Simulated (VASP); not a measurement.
# KCl (Sylvite) (Fm-3m) in VASP: settings compared

The runs below take KCl (Sylvite) through single point, with PBE, HSE06, PBE0.

Program: VASP 6.6.1. These are calculated values, not measurements. Logs are shortened: lines on timing, memory, paths and dates and some standing lists are left out, and cuts for length are marked.

**What was measured.**

A printed reference work, monograph reports, for a bulk crystal of KCl: band gap 8.68 eV.

The results are compared with them further down.

### 1 The cell of the first run

Symmetry: Fm-3m, No. 225, cubic system. The conventional cell has a = 6.290 Å, b = 6.290 Å, c = 6.290 Å, α = 90.00°, β = 90.00°, γ = 90.00°. K (site symmetry m-3m) has 6 Cl at 3.14 Å within 4.1 Å. Within 4.1 Å of Cl (site symmetry m-3m) lie 6 K at 3.14 Å.

### 2 Single point, PBE

File INCAR:

```
SYSTEM = KCl
ALGO = Normal
EDIFF = 1E-6
ENCUT = 520
GGA = PE
ISIF = 2
ISMEAR = 0
LASPH = .True.
LCHARG = .False.
LREAL = .False.
LWAVE = .False.
NBANDS = 15
NELM = 60
PREC = Accurate
SIGMA = 0.01
```

File KPOINTS:

```
k-points
0
Gamma
  8 8 8
  0 0 0
```

File POSCAR:

```
KCl
1.0
    0.0000000000      3.1448471141      3.1448471141
    3.1448471141      0.0000000000      3.1448471141
    3.1448471141      3.1448471141      0.0000000000
K Cl
1 1
Direct
    0.0000000000      0.0000000000      0.0000000000
    0.5000000000      0.5000000000      0.5000000000
```

Potentials or basis: VASP PAW PBE potentials, release 64 (K_sv, Cl).

The run is started by

```sh
$ cat potpaw_PBE.64/K_sv/POTCAR potpaw_PBE.64/Cl/POTCAR > POTCAR
$ mpirun -np 1 vasp_std > vasp.out
```

OUTCAR:

```text
SYSTEM = KCl
   EDIFF = 1E-6
   ENCUT = 520
   GGA = PE
   ISIF = 2
   ISMEAR = 0
   LASPH = .True.
   LREAL = .False.
   NELM = 60
   PREC = Accurate

 ion  position               nearest neighbor table
   1  0.000  0.000  0.000-   2 3.14   2 3.14   2 3.14   2 3.14   2 3.14   2 3.14
   2  0.500  0.500  0.500-   1 3.14   1 3.14   1 3.14   1 3.14   1 3.14   1 3.14

  LATTYP: Found a face centered cubic cell.
 ALAT       =     6.2896942282

  Lattice vectors:

 A1 = (   0.0000000000,   3.1448471141,   3.1448471141)
 A2 = (   3.1448471141,   0.0000000000,   3.1448471141)
 A3 = (   3.1448471141,   3.1448471141,   0.0000000000)

Analysis of symmetry for initial positions (statically):
=====================================================================
 Subroutine PRICEL returns:
 Original cell was already a primitive cell.

 Routine SETGRP: Setting up the symmetry group for a
 face centered cubic supercell.

 Subroutine GETGRP returns: Found 48 space group operations
 (whereof 48 operations were pure point group operations)
 out of a pool of 48 trial point group operations.

The static configuration has the point symmetry O_h .

Analysis of symmetry for dynamics (positions and initial velocities):
=====================================================================
 Subroutine PRICEL returns:
 Original cell was already a primitive cell.

 Routine SETGRP: Setting up the symmetry group for a
 face centered cubic supercell.

 Subroutine GETGRP returns: Found 48 space group operations
 (whereof 48 operations were pure point group operations)
 out of a pool of 48 trial point group operations.

The dynamic configuration has the point symmetry O_h .

 Subroutine INISYM returns: Found 48 space group operations
 (whereof 48 operations are pure point group operations),
 and found     1 'primitive' translations

----------------------------------------------------------------------------------------

                                     Primitive cell

  volume of cell :      62.2055

  direct lattice vectors                    reciprocal lattice vectors
     0.000000000  3.144847114  3.144847114    -0.158990241  0.158990241  0.158990241
     3.144847114  0.000000000  3.144847114     0.158990241 -0.158990241  0.158990241
     3.144847114  3.144847114  0.000000000     0.158990241  0.158990241 -0.158990241

  length of vectors
     4.447485440  4.447485440  4.447485440     0.275379175  0.275379175  0.275379175

  position of ions in fractional coordinates (direct lattice)
     0.000000000  0.000000000  0.000000000
     0.500000000  0.500000000  0.500000000

[... 83 lines left out ...]
   ISYM   =      2    0-nonsym 1-usesym 2-fastsym
   POTIM  = 0.5000    time-step for ionic-motion
   TEBEG  =    0.0;   TEEND  =   0.0 temperature during run
   PSTRESS=    0.0 pullay stress
   NELECT =      16.0000    total number of electrons
   NUPDOWN=      -1.0000    fix difference up-down
   EMIN   =  10.00;   EMAX   =-10.00  energy-range for DOS
   EFERMI =   0.00;   METHOD = LEGACY
   ISMEAR =     0;   SIGMA  =   0.01  broadening in eV -4-tet -1-fermi 0-gaus
   EFERMI_NEDOS =   21; number of points for ismear=-14 and -15
   IALGO  =     38    algorithm
   IMIX   =      4    mixing-type and parameters
     AMIX     =   0.40;   BMIX     =  1.00
     AMIX_MAG =   1.60;   BMIX_MAG =  1.00
  volume/ion in A,a.u.               =      31.10       209.89
  Fermi-wavevector in a.u.,A,eV,Ry     =   1.041131  1.967452 14.748080  1.083953
  Thomas-Fermi vector in A             =   2.175738
   LORBIT       =      0    0 simple, 1 ext, 2 COOP (PROOUT), +10 PAW based schemes
   GGA     = PE    functional components
   LHFCALC =     F    Hartree Fock is set to
   AEXX    =    0.0000 exact exchange contribution
   IVDW    =     0    specifies the selected vdW correction
   LEPSILON=     F    determine dielectric tensor
   LRPA    =     F    only Hartree local field effects (RPA)
 non-spin polarized calculation
 Gauss-broadening in eV      SIGMA  =   0.01
  energy-cutoff  :      520.00
  volume of cell :       62.21
 maximum number of plane-waves:      1700
 NGX is ok and might be reduce to    36
   NGX = 17   NGY = 17   NGZ = 17

 number of electron      16.0000001 magnetization

 Free energy of the ion-electron system (eV)
  ---------------------------------------------------
  ext. energy  EPLUGINS =         0.00000000
  ---------------------------------------------------
  free energy    TOTEN  =        -6.80337186 eV

  energy without entropy =       -6.80337186  energy(sigma->0) =       -6.80337186

 E-fermi :  -1.7761     XC(G=0):  -7.5455

 val. band max:       -1.8359442187   @ k =   0.0000   0.0000   0.0000
 cond. band min:       3.3563027018   @ k =   0.0000   0.0000   0.0000
 fundamental gap:      5.1922469205
 Fermi energy:        -1.7760946217

 k-point     1 :       0.0000    0.0000    0.0000
  band No.  band energies     occupation
      1     -29.0302      2.00000
      2     -13.9554      2.00000
      3     -12.4910      2.00000
      4     -12.4910      2.00000
      5     -12.4910      2.00000
      6      -1.8359      2.00000
      7      -1.8359      2.00000
      8      -1.8359      2.00000
      9       3.3563      0.00000
     10       6.5457      0.00000
     11       6.5457      0.00000
     12       6.5457      0.00000
     13       7.4231      0.00000
     14       7.4231      0.00000
[... 401 lines left out ...]
      2     -14.0536      2.00000
      3     -12.5457      2.00000
      4     -12.5238      2.00000
      5     -12.3399      2.00000
      6      -2.6783      2.00000
      7      -2.2385      2.00000
      8      -2.1681      2.00000
      9       6.0211      0.00000
     10       6.5124      0.00000
     11       8.2475      0.00000
     12       8.3300      0.00000
     13       9.1060      0.00000
     14       9.9772      0.00000
     15       9.9979      0.00000

 [... further k-points ...]
[... 5 lines left out ...]
  --------------------------------------------------------------------------------------
  -------------------------------------------------------------------------------------
  Total        0.3162356      0.3162356      0.3162356      0.0000000     -0.0000000      0.0000000
  in kB        8.1450317      8.1450317      8.1450317      0.0000000     -0.0000000      0.0000000
  external PRESSURE =       8.1450317 kB  Pullay stress =       0.0000000 kB

 VOLUME and BASIS-vectors are now :
 -----------------------------------------------------------------------------
  energy-cutoff  :      520.00
  volume of cell :       62.21
      direct lattice vectors                 reciprocal lattice vectors
     0.000000000  3.144847114  3.144847114    -0.158990241  0.158990241  0.158990241
     3.144847114  0.000000000  3.144847114     0.158990241 -0.158990241  0.158990241
     3.144847114  3.144847114  0.000000000     0.158990241  0.158990241 -0.158990241

 POSITION                                       TOTAL-FORCE (eV/Angst)
 -----------------------------------------------------------------------------------
      0.00000      0.00000      0.00000        -0.000000     -0.000000     -0.000000
      3.14485      3.14485      3.14485         0.000000      0.000000      0.000000
 -----------------------------------------------------------------------------------
    total drift:                                0.000000      0.000000      0.000000

  FREE ENERGIE OF THE ION-ELECTRON SYSTEM (eV)
  ---------------------------------------------------
  free  energy   TOTEN  =        -6.8033718631 eV

  energy  without entropy=       -6.8033718631  energy(sigma->0) =       -6.80337186
```

OSZICAR:

```text
N       E                     dE             d eps       ncg     rms          rms(c)
DAV:   1     0.103959178418E+03    0.10396E+03   -0.69580E+03   870   0.943E+02
DAV:   2    -0.563107848389E+00   -0.10452E+03   -0.96065E+02  1146   0.238E+02
DAV:   3    -0.687601994956E+01   -0.63129E+01   -0.62781E+01  1157   0.521E+01
DAV:   4    -0.709265447616E+01   -0.21663E+00   -0.21657E+00  1372   0.910E+00
DAV:   5    -0.709430447316E+01   -0.16500E-02   -0.16500E-02  1185   0.877E-01    0.334E+00
DAV:   6    -0.680470560967E+01    0.28960E+00   -0.42015E-01  1115   0.327E+00    0.273E+00
DAV:   7    -0.678988276238E+01    0.14823E-01   -0.10382E-01  1185   0.182E+00    0.157E+00
DAV:   8    -0.680202294281E+01   -0.12140E-01   -0.16006E-02  1045   0.947E-01    0.174E-01
DAV:   9    -0.680278993499E+01   -0.76699E-03   -0.92454E-04  1199   0.192E-01    0.967E-02
DAV:  10    -0.680336401114E+01   -0.57408E-03   -0.60590E-04   912   0.154E-01    0.201E-02
DAV:  11    -0.680336872414E+01   -0.47130E-05   -0.23228E-05  1248   0.272E-02    0.583E-03
DAV:  12    -0.680337159819E+01   -0.28741E-05   -0.37891E-06   925   0.138E-02    0.480E-03
DAV:  13    -0.680337186313E+01   -0.26495E-06   -0.48817E-07   953   0.389E-03
   1 F= -.68033719E+01 E0= -.68033719E+01  d E =-.918235E-20
```

Run time: 75 s. Hardware: 1 thread of AMD EPYC 7R13, shared host; peak memory 0.18 GiB.

What came out:

```yaml
Free_energy: -6.8034 eV
Pressure: 0.8 GPa
Band_gap_on_the_k_mesh: 5.19 eV, direct
```

### 3 Single point, HSE06

POSCAR is that of step 2.

File INCAR.step1:

```
ALGO     = Normal         # electronic algorithm
EDIFF    = 1E-5           # SCF threshold, eV
ENCUT    = 520            # plane-wave cutoff, eV
GGA      = PE             # functional
ISIF     = 2              # what is computed and relaxed
ISMEAR   = 0              # smearing method
LASPH    = True           # aspherical terms in the spheres
LCHARG   = False          # write CHGCAR
LREAL    = False          # projectors in reciprocal space
LWAVE    = True           # write WAVECAR
NBANDS   = 15             # bands
NELM     = 80             # most SCF steps
PREC     = Accurate       # precision mode
SIGMA    = 0.01           # smearing width, eV
```

File INCAR.step2:

```
ALGO     = Normal         # electronic algorithm
EDIFF    = 1E-6           # SCF threshold, eV
ENCUT    = 520            # plane-wave cutoff, eV
GGA      = PE             # functional
HFSCREEN = 0.2079         # screening, 1/A
ISIF     = 2              # what is computed and relaxed
ISMEAR   = 0              # smearing method
ISTART   = 1            
LASPH    = True           # aspherical terms in the spheres
LCHARG   = False          # write CHGCAR
LHFCALC  = True           # exact exchange
LREAL    = False          # projectors in reciprocal space
LWAVE    = False          # write WAVECAR
NBANDS   = 15             # bands
NELM     = 80             # most SCF steps
PREC     = Accurate       # precision mode
PRECFOCK = Normal       
SIGMA    = 0.01           # smearing width, eV
```

File KPOINTS:

```
k-points
0
Gamma
  4 4 4
```

Potentials or basis: VASP PAW PBE potentials, release 64 (K_sv, Cl).

The run is started by

```sh
$ cat potpaw_PBE.64/K_sv/POTCAR potpaw_PBE.64/Cl/POTCAR > POTCAR
$ cp INCAR.step1 INCAR
$ mpirun -np 1 vasp_std > vasp.out
$ cp INCAR.step2 INCAR
$ mpirun -np 1 vasp_std > vasp.out
```

OUTCAR:

```text
EDIFF = 1E-6
   ENCUT = 520
   GGA = PE
   HFSCREEN = 0.2079
   ISIF = 2
   ISMEAR = 0
   ISTART = 1
   LASPH = True
   LHFCALC = True
   LREAL = False
   NELM = 80
   PREC = Accurate
   PRECFOCK = Normal

 ion  position               nearest neighbor table
   1  0.000  0.000  0.000-   2 3.14   2 3.14   2 3.14   2 3.14   2 3.14   2 3.14
   2  0.500  0.500  0.500-   1 3.14   1 3.14   1 3.14   1 3.14   1 3.14   1 3.14

  LATTYP: Found a face centered cubic cell.
 ALAT       =     6.2896942282

  Lattice vectors:

 A1 = (   0.0000000000,   3.1448471141,   3.1448471141)
 A2 = (   3.1448471141,   0.0000000000,   3.1448471141)
 A3 = (   3.1448471141,   3.1448471141,   0.0000000000)

Analysis of symmetry for initial positions (statically):
=====================================================================
 Subroutine PRICEL returns:
 Original cell was already a primitive cell.

 Routine SETGRP: Setting up the symmetry group for a
 face centered cubic supercell.

 Subroutine GETGRP returns: Found 48 space group operations
 (whereof 48 operations were pure point group operations)
 out of a pool of 48 trial point group operations.

The static configuration has the point symmetry O_h .

Analysis of symmetry for dynamics (positions and initial velocities):
=====================================================================
 Subroutine PRICEL returns:
 Original cell was already a primitive cell.

 Routine SETGRP: Setting up the symmetry group for a
 face centered cubic supercell.

 Subroutine GETGRP returns: Found 48 space group operations
 (whereof 48 operations were pure point group operations)
 out of a pool of 48 trial point group operations.

The dynamic configuration has the point symmetry O_h .

 Subroutine INISYM returns: Found 48 space group operations
 (whereof 48 operations are pure point group operations),
 and found     1 'primitive' translations

----------------------------------------------------------------------------------------

[... 112 lines left out ...]
   LEPSILON=     F    determine dielectric tensor
   LRPA    =     F    only Hartree local field effects (RPA)
 non-spin polarized calculation
 Gauss-broadening in eV      SIGMA  =   0.01
  energy-cutoff  :      520.00
  volume of cell :       62.21
 maximum number of plane-waves:      1700
 NGX is ok and might be reduce to    36
  NGX = 28; NGY = 28; NGZ = 28

 number of electron      16.0000001 magnetization

 Free energy of the ion-electron system (eV)
  ---------------------------------------------------
  ext. energy  EPLUGINS =         0.00000000
  ---------------------------------------------------
  free energy    TOTEN  =        -7.86502547 eV

  energy without entropy =       -7.86502547  energy(sigma->0) =       -7.86502547

 E-fermi :  -2.7767     XC(G=0):  -6.3142

 val. band max:       -2.8250389657   @ k =   0.0000   0.0000   0.0000
 cond. band min:       3.6766010689   @ k =   0.0000   0.0000   0.0000
 fundamental gap:      6.5016400347
 Fermi energy:        -2.7766862513

 k-point     1 :       0.0000    0.0000    0.0000
  band No.  band energies     occupation
      1     -32.0823      2.00000
      2     -16.0899      2.00000
      3     -14.1908      2.00000
      4     -14.1908      2.00000
      5     -14.1908      2.00000
      6      -2.8250      2.00000
      7      -2.8250      2.00000
      8      -2.8250      2.00000
      9       3.6766      0.00000
     10       7.0908      0.00000
     11       7.0908      0.00000
     12       7.0908      0.00000
     13       8.0991      0.00000
     14       8.0991      0.00000
[... 113 lines left out ...]
      2     -16.0640      2.00000
      3     -14.2930      2.00000
      4     -14.2930      2.00000
      5     -14.1079      2.00000
      6      -3.3343      2.00000
      7      -3.3269      2.00000
      8      -3.3269      2.00000
      9       6.6389      0.00000
     10       6.6389      0.00000
     11       8.1666      0.00000
     12       8.7516      0.00000
     13      10.8472      0.00000
     14      10.8506      0.00000
     15      10.8806      0.00000

------------------------ aborting loop because EDIFF is reached ----------------------------------------

  FORCE on cell =-STRESS in cart. coord.  units (eV):
  Direction    XX          YY          ZZ          XY          YZ          ZX
  --------------------------------------------------------------------------------------
  -------------------------------------------------------------------------------------
  Total        0.2001397      0.2001397      0.2001397      0.0000000     -0.0000000      0.0000000
  in kB        5.1548399      5.1548399      5.1548399      0.0000000     -0.0000000      0.0000000
  external PRESSURE =       5.1548399 kB  Pullay stress =       0.0000000 kB

 VOLUME and BASIS-vectors are now :
 -----------------------------------------------------------------------------
  energy-cutoff  :      520.00
  volume of cell :       62.21
      direct lattice vectors                 reciprocal lattice vectors
     0.000000000  3.144847114  3.144847114    -0.158990241  0.158990241  0.158990241
     3.144847114  0.000000000  3.144847114     0.158990241 -0.158990241  0.158990241
     3.144847114  3.144847114  0.000000000     0.158990241  0.158990241 -0.158990241

 POSITION                                       TOTAL-FORCE (eV/Angst)
 -----------------------------------------------------------------------------------
      0.00000      0.00000      0.00000         0.000000      0.000000      0.000000
      3.14485      3.14485      3.14485         0.000000      0.000000      0.000000
 -----------------------------------------------------------------------------------
    total drift:                                0.000000      0.000000      0.000000

  FREE ENERGIE OF THE ION-ELECTRON SYSTEM (eV)
  ---------------------------------------------------
  free  energy   TOTEN  =        -7.8650254748 eV

  energy  without entropy=       -7.8650254748  energy(sigma->0) =       -7.86502547
```

Wall time 13 min (1 thread of AMD EPYC 7R13, shared host); peak memory 0.28 GiB.

What came out:

```
Free energy            : -7.8650 eV
Pressure               : 0.5 GPa
Band gap on the k mesh : 6.50 eV, direct
```

Caveat: the k points lie up to 0.43 Å⁻¹ apart; the PAW data sets were made with another functional, which shifts forces and pressure a little.

### 4 Single point, PBE0

POSCAR is that of step 3.

File INCAR.step1:

```
SYSTEM = KCl
ALGO = Normal ; EDIFF = 1E-5
ENCUT = 520 ; GGA = PE
ISIF = 2 ; ISMEAR = 0
LASPH = .True. ; LCHARG = .False.
LREAL = .False. ; LWAVE = .True.
NBANDS = 15 ; NELM = 60
PREC = Accurate ; SIGMA = 0.01
```

File INCAR.step2:

```
SYSTEM = KCl
AEXX = 0.25 ; ALGO = Normal
EDIFF = 1E-7 ; ENCUT = 520
GGA = PE ; ISIF = 2
ISMEAR = 0 ; ISTART = 1
LASPH = .True. ; LCHARG = .False.
LHFCALC = .True. ; LREAL = .False.
LWAVE = .False. ; NBANDS = 15
NELM = 60 ; PREC = Accurate
PRECFOCK = Normal ; SIGMA = 0.01
```

File KPOINTS:

```
k-points
0
Gamma
  4 4 4
  0 0 0
```

The run is started by

```sh
$ cat potpaw_PBE.64/K_sv/POTCAR potpaw_PBE.64/Cl/POTCAR > POTCAR
$ cp INCAR.step1 INCAR
$ mpirun -np 1 vasp_std > vasp.out
$ cp INCAR.step2 INCAR
$ mpirun -np 1 vasp_std > vasp.out
```

Run time: 21 min. Hardware: 1 thread of AMD EPYC 7R13, shared host; peak memory 0.19 GiB.

The run converged. Its results:

```yaml
Free_energy: -8.3920 eV
Pressure: 0.4 GPa
Band_gap_on_the_k_mesh: 7.26 eV, direct
```

Levels at points of the mesh, in eV from the valence-band top:
| k point | band 5 | band 6 | band 7 | band 8 | band 9 | band 10 | band 11 | band 12 |
| --- | --- | --- | --- | --- | --- | --- | --- | --- |
| (0.00, 0.00, 0.00) | -11.38 | 0.00 | 0.00 | 0.00 | 7.26 | 10.70 | 10.70 | 10.70 |
| (0.50, 0.00, 0.00) | -11.15 | -1.12 | -0.34 | -0.34 | 9.66 | 10.88 | 13.11 | 13.11 |
| (0.50, 0.50, 0.00) | -11.44 | -0.71 | -0.25 | -0.25 | 8.66 | 10.60 | 12.27 | 12.82 |

Caveat: the k points lie up to 0.43 Å⁻¹ apart; the PAW data sets were made with another functional, which shifts forces and pressure a little.

### 5 Overview

| level | k mesh | grid for exact exchange (PRECFOCK) | screening parameter | gap on the mesh (eV) | pressure (GPa) |
| --- | --- | --- | --- | --- | --- |
| PBE | 8 × 8 × 8 | - | - | 5.19 | 0.8 |
| HSE06 | 4 × 4 × 4 | Normal | 0.2079 1/Å | 6.50 | 0.5 |
| PBE0 | 4 × 4 × 4 | Normal | - | 7.26 | 0.4 |

Alike in all rows: task single point; potentials or basis VASP PAW PBE potentials, release 64 (K_sv, Cl); no spin polarisation; cell as given; cutoff (eV) 520; smearing gaussian 0.01 eV.

Caveats: some runs use coarse meshes; the PAW data sets were made with another functional, which shifts forces and pressure a little (some runs).

Total energies depend on the potentials used, so only differences within one code and one set of settings carry meaning.

### 6 How close it comes

Step 2. Against the measured gap of KCl, 8.68 eV (a printed reference work, monograph), the calculated 5.19 eV is off by -3.49 eV. The value is that of PBE on a finite k mesh, which can miss the band edges, without temperature or zero-point motion. Semilocal functionals fall short of measured gaps as a rule.
